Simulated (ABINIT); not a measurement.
# NbAs (I4_1md) in ABINIT: reference runs

Aim: a first look at NbAs with PBE, on the cell as given.

All numbers are computed with ABINIT 10.8.3 (patched build); they aren't measurements. Logs are shortened: lines on timing, memory, paths and dates and some standing lists are left out, and cuts for length are marked. The log counts tension as positive stress, the text compression.

### 1 The crystal as given

It takes space group I4_1md (No. 109, tetragonal). Conventional cell: a = 3.452 Å, b = 3.452 Å, c = 11.680 Å, α = 90.00°, β = 90.00°, γ = 90.00°. Nb (site symmetry 2mm) is surrounded by 6 As at 2.60 to 2.63 Å. As (site symmetry 2mm) has 6 Nb at 2.60 to 2.63 Å as nearest neighbours.

### 2 Single point, PBE

File run.abi:

```
pp_dirpath "./"
pseudos "Nb.GGA_PBE-JTH.xml, As.GGA_PBE-JTH.xml"

acell 3*1.0 Angstrom
rprim
    -1.7258500000     1.7258500000     5.8400000000
     1.7258500000    -1.7258500000     5.8400000000
     1.7258500000     1.7258500000    -5.8400000000
ntypat 2
znucl 41 33
natom 4
typat 1 1 2 2
xred
     0.5000000000     0.0000000000     0.5000000000
     0.7500000000     0.7500000000     0.0000000000
     0.9160000000     0.4160000000     0.5000000000
     0.1660000000     0.1660000000     0.0000000000

ecut 16.0
pawecutdg 32.0

kptopt 1
ngkpt 11 11 11
nshiftk 1
shiftk 0.0 0.0 0.0

ixc 11

nband 34
occopt 3
tsmear 0.05 eV

nstep 100
tolvrs 1.0e-9

iomode 3
prtwf 0
prteig 0
prtebands 0
prtden 1
prtvha 1
prtvclmb 1
prtpot 1
```

Potentials or basis: JTH PAW PBE v2.0.

Run with:

```sh
$ abinit run.abi > log 2>&1
```

run.abo:

```text
.Version 10.8.3 of ABINIT
 Symmetries : space group I4_1 m d (#109); Bravais tI (body-center tetrag.)
================================================================================
 Values of the parameters that define the memory need of the present run
     intxc =       0    ionmov =       0      iscf =      17    lmnmax =      18
     lnmax =       6     mgfft =      45  mpssoang =       3    mqgrid =    3001
     natom =       4  nloc_mem =       2    nspden =       1   nspinor =       1
    nsppol =       1      nsym =       8    n1xccc =       1    ntypat =       2
    occopt =       3   xclevel =       2
       mpw =        1460          nfft =       91125          nkpt =         126
 PAW method is used; the additional fine FFT grid is defined by:
   mgfftf=        64    nfftf =    262144
================================================================================
================================================================================

--------------------------------------------------------------------------------
------------- Echo of variables that govern the present computation ------------
--------------------------------------------------------------------------------
 -outvars: echo values of preprocessed input variables --------
            acell      1.8897261259E+00  1.8897261259E+00  1.8897261259E+00 Bohr
              amu      9.29063800E+01  7.49215900E+01
             ecut      1.60000000E+01 Hartree
                       outvar_i_n : Printing only first  50 k-points.
              ixc          11
                       outvar_i_n : Printing only first  50 k-points.
         kptrlatt       11    0    0      0   11    0      0    0   11
          kptrlen      7.17504444E+01
            natom           4
            nband          34
            ngfft          45      45      45
          ngfftdg          64      64      64
             nkpt         126
            nstep         100
             nsym           8
           ntypat           2
                       prtocc : prtvol=0, do not print more k-points.
           occopt           3
        pawecutdg      3.20000000E+01 Hartree
         pawxcdev           0
        prtebands           0
           prteig           0
           prtpot           1
         prtvclmb           1
           prtvha           1
            prtwf           0
            rprim     -1.7258500000E+00  1.7258500000E+00  5.8400000000E+00
                       1.7258500000E+00 -1.7258500000E+00  5.8400000000E+00
                       1.7258500000E+00  1.7258500000E+00 -5.8400000000E+00
          spgroup         109
           tolvrs      1.00000000E-09
           tsmear      1.83746611E-03 Hartree
            typat      1  1  2  2
           useylm           1
                       outvars : Printing only first  50 k-points.
           xangst      2.1697024298E-17  1.7258500000E+00  3.2418512319E-16
                      -1.0118186777E-16  1.6319076881E-17  8.7600000000E+00
                      -9.5803920352E-17  1.7258500000E+00  4.8588800000E+00
                      -2.4336893767E-17  5.5539293833E-18  1.9388800000E+00
            xcart      4.1001433671E-17  3.2613838344E+00  6.1262109692E-16
                      -1.9120601899E-16  3.0838585933E-17  1.6554000863E+01
                      -1.8104317125E-16  3.2613838344E+00  9.1819524787E+00
                      -4.5990063974E-17  1.0495405457E-17  3.6639521910E+00
             xred      5.0000000000E-01  2.3619434322E-17  5.0000000000E-01
                       7.5000000000E-01  7.5000000000E-01 -2.4585795663E-17
                       9.1600000000E-01  4.1600000000E-01  5.0000000000E-01
                       1.6600000000E-01  1.6600000000E-01 -5.4416561066E-18
            znucl       41.00000   33.00000

================================================================================

 chkinp: Checking input parameters for consistency.

================================================================================
== DATASET  1 ==================================================================

--- !DatasetInfo
iteration_state: {dtset: 1, }
dimensions: {natom: 4, nkpt: 126, mband: 34, nsppol: 1, nspinor: 1, nspden: 1, mpw: 1460, }
cutoff_energies: {ecut:  16.0, pawecutdg:  32.0, }
electrons: {nelect:   5.60000000E+01, charge:   0.00000000E+00, occopt:   3.00000000E+00, tsmear:   1.83746611E-03, }
meta: {optdriver: 0, ionmov: 0, optcell: 0, iscf: 17, paral_kgb: 0, }
...

 Exchange-correlation functional for the present dataset will be:
  GGA: Perdew-Burke-Ernzerhof functional - ixc=11
  J.P.Perdew, K.Burke, M.Ernzerhof, PRL 77, 3865 (1996)

 Real(R)+Recip(G) space primitive vectors, cartesian coordinates (Bohr,Bohr^-1):
 R(1)= -3.2613838  3.2613838 11.0360006  G(1)=  0.0000000  0.1533092  0.0453063
 R(2)=  3.2613838 -3.2613838 11.0360006  G(2)=  0.1533092  0.0000000  0.0453063
 R(3)=  3.2613838  3.2613838-11.0360006  G(3)=  0.1533092  0.1533092  0.0000000
 Unit cell volume ucvol=  4.6954318E+02 bohr^3
 Angles (23,13,12)=  1.48353918E+02  1.48353918E+02  4.53631816E+01 degrees

 Coarse grid specifications (used for wave-functions):

 getcut: wavevector=  0.0000  0.0000  0.0000  ngfft=  45  45  45
         ecut(hartree)=     16.000   => boxcut(ratio)=   2.04418

 Fine grid specifications (used for densities):

 getcut: wavevector=  0.0000  0.0000  0.0000  ngfft=  64  64  64
         ecut(hartree)=     32.000   => boxcut(ratio)=   2.10169

--- Pseudopotential description ------------------------------------------------
- pspini: atom type   1  psp file is ./Nb.GGA_PBE-JTH.xml
[... 45 lines left out ...]
  sigma(2 2)= -9.27429589E-05  sigma(3 1)=  0.00000000E+00
  sigma(3 3)= -1.17462302E-04  sigma(2 1)=  0.00000000E+00

--- !ResultsGS
iteration_state: {dtset: 1, }
comment   : Summary of ground state results
lattice_vectors:
- [ -3.2613838,   3.2613838,  11.0360006, ]
- [  3.2613838,  -3.2613838,  11.0360006, ]
- [  3.2613838,   3.2613838, -11.0360006, ]
lattice_lengths: [  11.96104,   11.96104,   11.96104, ]
lattice_angles: [148.354, 148.354,  45.363, ] # degrees, (23, 13, 12)
lattice_volume:   4.6954318E+02
convergence: {deltae:  5.684E-13, res2:  5.854E-11, residm:  2.607E-04, diffor: null, }
etotal    :  -3.42901088E+02
entropy   :   0.00000000E+00
fermie    :   4.27716641E-01
cartesian_stress_tensor: # hartree/bohr^3
- [ -9.27429589E-05,   0.00000000E+00,   0.00000000E+00, ]
- [  0.00000000E+00,  -9.27429589E-05,   0.00000000E+00, ]
- [  0.00000000E+00,   0.00000000E+00,  -1.17462302E-04, ]
pressure_GPa:   2.9710E+00
xred      :
- [  5.0000E-01,   2.3619E-17,   5.0000E-01, Nb]
- [  7.5000E-01,   7.5000E-01,  -2.4586E-17, Nb]
- [  9.1600E-01,   4.1600E-01,   5.0000E-01, As]
- [  1.6600E-01,   1.6600E-01,  -5.4417E-18, As]
cartesian_forces: # hartree/bohr
- [  9.00119343E-19,  -8.34604133E-19,  -5.83779807E-03, ]
- [  9.00119343E-19,  -8.34604133E-19,  -5.83779807E-03, ]
- [ -1.96391530E-18,  -2.29191828E-19,   5.83779807E-03, ]
- [  1.63676619E-19,   1.89840009E-18,   5.83779807E-03, ]
force_length_stats: {min:   5.83779807E-03, max:   5.83779807E-03, mean:   5.83779807E-03, }
...

 Integrated electronic density in atomic spheres:
 ------------------------------------------------
 Atom  Sphere_radius  Integrated_density
    1        2.22094         10.13788273
    2        2.22094         10.13788273
    3        2.10392         12.79407020
    4        2.10392         12.79407020

================================================================================

 ----iterations are completed or convergence reached----

 Mean square residual over all n,k,spin=   19.087E-08; max=  26.066E-05
 reduced coordinates (array xred) for    4 atoms
       0.500000000000      0.000000000000      0.500000000000
       0.750000000000      0.750000000000     -0.000000000000
       0.916000000000      0.416000000000      0.500000000000
       0.166000000000      0.166000000000     -0.000000000000
 rms dE/dt=  6.4427E-02; max dE/dt=  6.4794E-02; dE/dt below (all hartree)
    1       0.064058291502      0.064058291502     -0.064058291502
    2       0.064058291502      0.064058291502     -0.064058291502
    3      -0.064793594323     -0.064793594323      0.064793594323
    4      -0.064793594323     -0.064793594323      0.064793594323

 cartesian coordinates (angstrom) at end:
    1      0.00000000000000     1.72585000000000     0.00000000000000
    2     -0.00000000000000     0.00000000000000     8.76000000000000
    3     -0.00000000000000     1.72585000000000     4.85888000000000
    4     -0.00000000000000     0.00000000000000     1.93888000000000

 cartesian forces (hartree/bohr) at end:
    1      0.00000000000000    -0.00000000000000    -0.00583779807483
    2      0.00000000000000    -0.00000000000000    -0.00583779807483
    3     -0.00000000000000    -0.00000000000000     0.00583779807483
    4      0.00000000000000     0.00000000000000     0.00583779807483
 frms,max,avg= 3.3704543E-03 5.8377981E-03   0.000E+00  0.000E+00  3.331E-05 h/b

 cartesian forces (eV/Angstrom) at end:
    1      0.00000000000000    -0.00000000000000    -0.30019164672049
    2      0.00000000000000    -0.00000000000000    -0.30019164672049
    3     -0.00000000000000    -0.00000000000000     0.30019164672049
    4      0.00000000000000     0.00000000000000     0.30019164672049
 frms,max,avg= 1.7331573E-01 3.0019165E-01   0.000E+00  0.000E+00  1.713E-03 e/A
 length scales=  1.889726125908  1.889726125908  1.889726125908 bohr
              =  1.000000000000  1.000000000000  1.000000000000 angstroms
 Fermi (or HOMO) energy (hartree) =   0.42772   Average Vxc (hartree)=  -0.43027
 Eigenvalues (hartree) for nkpt= 126  k points:
 kpt#   1, nband= 34, wtk=  0.00075, kpt=  0.0000  0.0000  0.0000 (reduced coord)
  -1.59857   -1.59753   -0.87691   -0.87691   -0.87645   -0.87623   -0.87608   -0.87603
  -0.87600   -0.87600   -0.87594   -0.87590   -0.72455   -0.72035   -0.72035   -0.71471
  -0.71471   -0.71302   -0.05849    0.02526    0.19948    0.32422    0.34482    0.34482
   0.35306    0.36618    0.37670    0.37670    0.45429    0.47531    0.51618    0.53810
   0.53810    0.56387
      occupation numbers for kpt#   1
   2.00000    2.00000    2.00000    2.00000    2.00000    2.00000    2.00000    2.00000
   2.00000    2.00000    2.00000    2.00000    2.00000    2.00000    2.00000    2.00000
   2.00000    2.00000    2.00000    2.00000    2.00000    2.00000    2.00000    2.00000
   2.00000    2.00000    2.00000    2.00000    0.00000    0.00000    0.00000    0.00000
   0.00000    0.00000
 prteigrs : prtvol=0 or 1, do not print more k-points.

--- !EnergyTerms
iteration_state     : {dtset: 1, }
comment             : Components of total free energy in Hartree
kinetic             :  3.42326001127520E+01
hartree             :  7.79326808644270E+01
xc                  : -1.75729183924480E+01
Ewald energy        : -2.27855055105061E+02
psp_core            :  9.32522986628578E+00
local_psp           : -2.44446088788450E+02
PAW spherical_terms :  2.54826886772573E+01
internal            : -3.42900862765237E+02
'-kT*entropy'       : -2.25375742216087E-04
total_energy        : -3.42901088140979E+02
total_energy_eV     : -9.33081395357135E+03
...

--- !EnergyTermsDC
iteration_state     : {dtset: 1, }
comment             : '"Double-counting" decomposition of free energy'
band_energy         : -2.74089010535797E+01
Ewald energy        : -2.27855055105061E+02
psp_core            :  9.32522986628578E+00
xc_dc               : -7.42991829077384E+01
PAW spherical_terms : -2.26629530966139E+01
internal            : -3.42900862296707E+02
'-kT*entropy'       : -2.25375742216087E-04
total_energy_dc     : -3.42901087672449E+02
total_energy_dc_eV  : -9.33081394082201E+03
...

--- !EnergyTermsWithPAWCore
iteration_state     : {dtset: 1, }
comment             : 'Components of total free energy, including PAW core contributions'
Total energy        : -1.21620265498742E+04
Total energy DC     : -1.21620265494056E+04
Total energy (eV)   : -3.30945601982502E+05
Total energy DC (eV): -3.30945601969752E+05
...

 Cartesian components of stress tensor (hartree/bohr^3)
  sigma(1 1)= -9.27429589E-05  sigma(3 2)=  0.00000000E+00
  sigma(2 2)= -9.27429589E-05  sigma(3 1)=  0.00000000E+00
  sigma(3 3)= -1.17462302E-04  sigma(2 1)=  0.00000000E+00

-Cartesian components of stress tensor (GPa)         [Pressure=  2.9710E+00 GPa]
- sigma(1 1)= -2.72859205E+00  sigma(3 2)=  0.00000000E+00
- sigma(2 2)= -2.72859205E+00  sigma(3 1)=  0.00000000E+00
- sigma(3 3)= -3.45586025E+00  sigma(2 1)=  0.00000000E+00

== END DATASET(S) ==============================================================
================================================================================

 -outvars: echo values of variables after computation  --------
            acell      1.8897261259E+00  1.8897261259E+00  1.8897261259E+00 Bohr
           etotal     -3.4290108767E+02
            fcart      9.0011934258E-19 -8.3460413339E-19 -5.8377980748E-03
                       9.0011934258E-19 -8.3460413339E-19 -5.8377980748E-03
                      -1.9639153041E-18 -2.2919182811E-19  5.8377980748E-03
                       1.6367661892E-19  1.8984000949E-18  5.8377980748E-03
            rprim     -1.7258500000E+00  1.7258500000E+00  5.8400000000E+00
                       1.7258500000E+00 -1.7258500000E+00  5.8400000000E+00
                       1.7258500000E+00  1.7258500000E+00 -5.8400000000E+00
           strten     -9.2742958862E-05 -9.2742958862E-05 -1.1746230232E-04
                       0.0000000000E+00  0.0000000000E+00  0.0000000000E+00
           xangst      2.1697024298E-17  1.7258500000E+00  3.2418512319E-16
                      -1.0118186777E-16  1.6319076881E-17  8.7600000000E+00
                      -9.5803920352E-17  1.7258500000E+00  4.8588800000E+00
                      -2.4336893767E-17  5.5539293833E-18  1.9388800000E+00
             xred      5.0000000000E-01  2.3619434322E-17  5.0000000000E-01
                       7.5000000000E-01  7.5000000000E-01 -2.4585795663E-17
                       9.1600000000E-01  4.1600000000E-01  5.0000000000E-01
                       1.6600000000E-01  1.6600000000E-01 -5.4416561066E-18
 Calculation completed.
```

It took 9.7 min on 1 thread of Arm Neoverse V1, shared host; peak memory 0.34 GiB.

Results:

```yaml
Free_energy: -9330.8139 eV
Pressure: 3.0 GPa
Largest_force: 0.300 eV/Å
Band_gap_on_the_k_mesh: none (metal or under the smearing width)
Valence_electrons_inside_the_program's_atomic_spheres: Nb 10.14; As 12.79
```

Forces in eV/Å, atoms in the order of the input:
```
Nb   0.000  0.000 -0.300
Nb   0.000  0.000 -0.300
As   0.000  0.000  0.300
As   0.000  0.000  0.300
```

Stress tensor (GPa, compression positive):
```
2.73 0.00 0.00
0.00 2.73 0.00
0.00 0.00 3.46
```

Levels at points of the mesh, in eV from the Fermi level:
```
           k point  band 25  band 26  band 27  band 28  band 29  band 30  band 31  band 32
(0.00, 0.00, 0.00)    -2.03    -1.67    -1.39    -1.39     0.72     1.30     2.41     3.00
```

### 3 Single point, PBE

File run.py:

```python
import json, os
import numpy as np
from ase.units import GPa
from ase.calculators.abinit import Abinit, AbinitProfile
from ase import Atoms

atoms = Atoms(['Nb', 'Nb', 'As', 'As'],
              cell=[[-1.72585, 1.72585, 5.84], [1.72585, -1.72585, 5.84], [1.72585, 1.72585, -5.84]],
              scaled_positions=[[0.5, 0.0, 0.5], [0.75, 0.75, 0.0], [0.916, 0.416, 0.5], [0.166, 0.166, 0.0]],
              pbc=True)

profile = AbinitProfile(command='abinit', pp_paths=[os.path.abspath('pseudos')])
params = dict(
    pps='pawxml', xc='PBE',
    ecut=435.3822,
    pawecutdg=870.7644,
    kptopt=1,
    ngkpt=[11, 11, 11],
    nshiftk=1,
    shiftk=[0.0, 0.0, 0.0],
    ixc=11,
    nband=34,
    occopt=3,
    tsmear=0.05,
    nstep=100,
    tolvrs=1e-09,
    prtwf=0,
    prtden=0,
)

atoms.calc = Abinit(profile=profile, directory='run', **params)
energy = atoms.get_potential_energy()
forces = atoms.get_forces()
stress = atoms.get_stress()
print(f'energy {energy:.6f} eV')
print('forces (eV/A)')
print(np.round(forces, 5))
print('stress (GPa, Voigt, tension positive)', np.round(stress / GPa, 4))
json.dump(dict(energy=energy, forces=forces.tolist(), stress=stress.tolist(), cell=atoms.cell.tolist(), frac=atoms.get_scaled_positions(wrap=False).tolist()), open('results.json', 'w'))
```

Potentials or basis: JTH PAW PBE v2.0.

Run with:

```sh
$ python run.py
```

Run time: 9.7 min. Hardware: 1 thread of Arm Neoverse V1, shared host; peak memory 0.33 GiB.

It converged, with:

```
Free energy                                           : -9330.8139 eV
Pressure                                              : 3.0 GPa
Largest force                                         : 0.300 eV/Å
Band gap on the k mesh                                : none (metal or under the smearing width)
Valence electrons inside the program's atomic spheres : Nb 10.14; As 12.79
```

Forces in eV/Å, atoms in the order of the input:
```
Nb   0.000  0.000 -0.300
Nb   0.000  0.000 -0.300
As   0.000  0.000  0.300
As   0.000  0.000  0.300
```

Stress tensor (GPa, compression positive):
```
2.73 0.00 0.00
0.00 2.73 0.00
0.00 0.00 3.46
```

Levels at points of the mesh, in eV from the Fermi level:
| k point | band 24 | band 25 | band 26 | band 27 | band 28 | band 29 | band 30 | band 31 | band 32 | band 33 |
| --- | --- | --- | --- | --- | --- | --- | --- | --- | --- | --- |
| (0.00, 0.00, 0.00) | -2.26 | -2.03 | -1.67 | -1.39 | -1.39 | 0.72 | 1.30 | 2.41 | 3.00 | 3.00 |
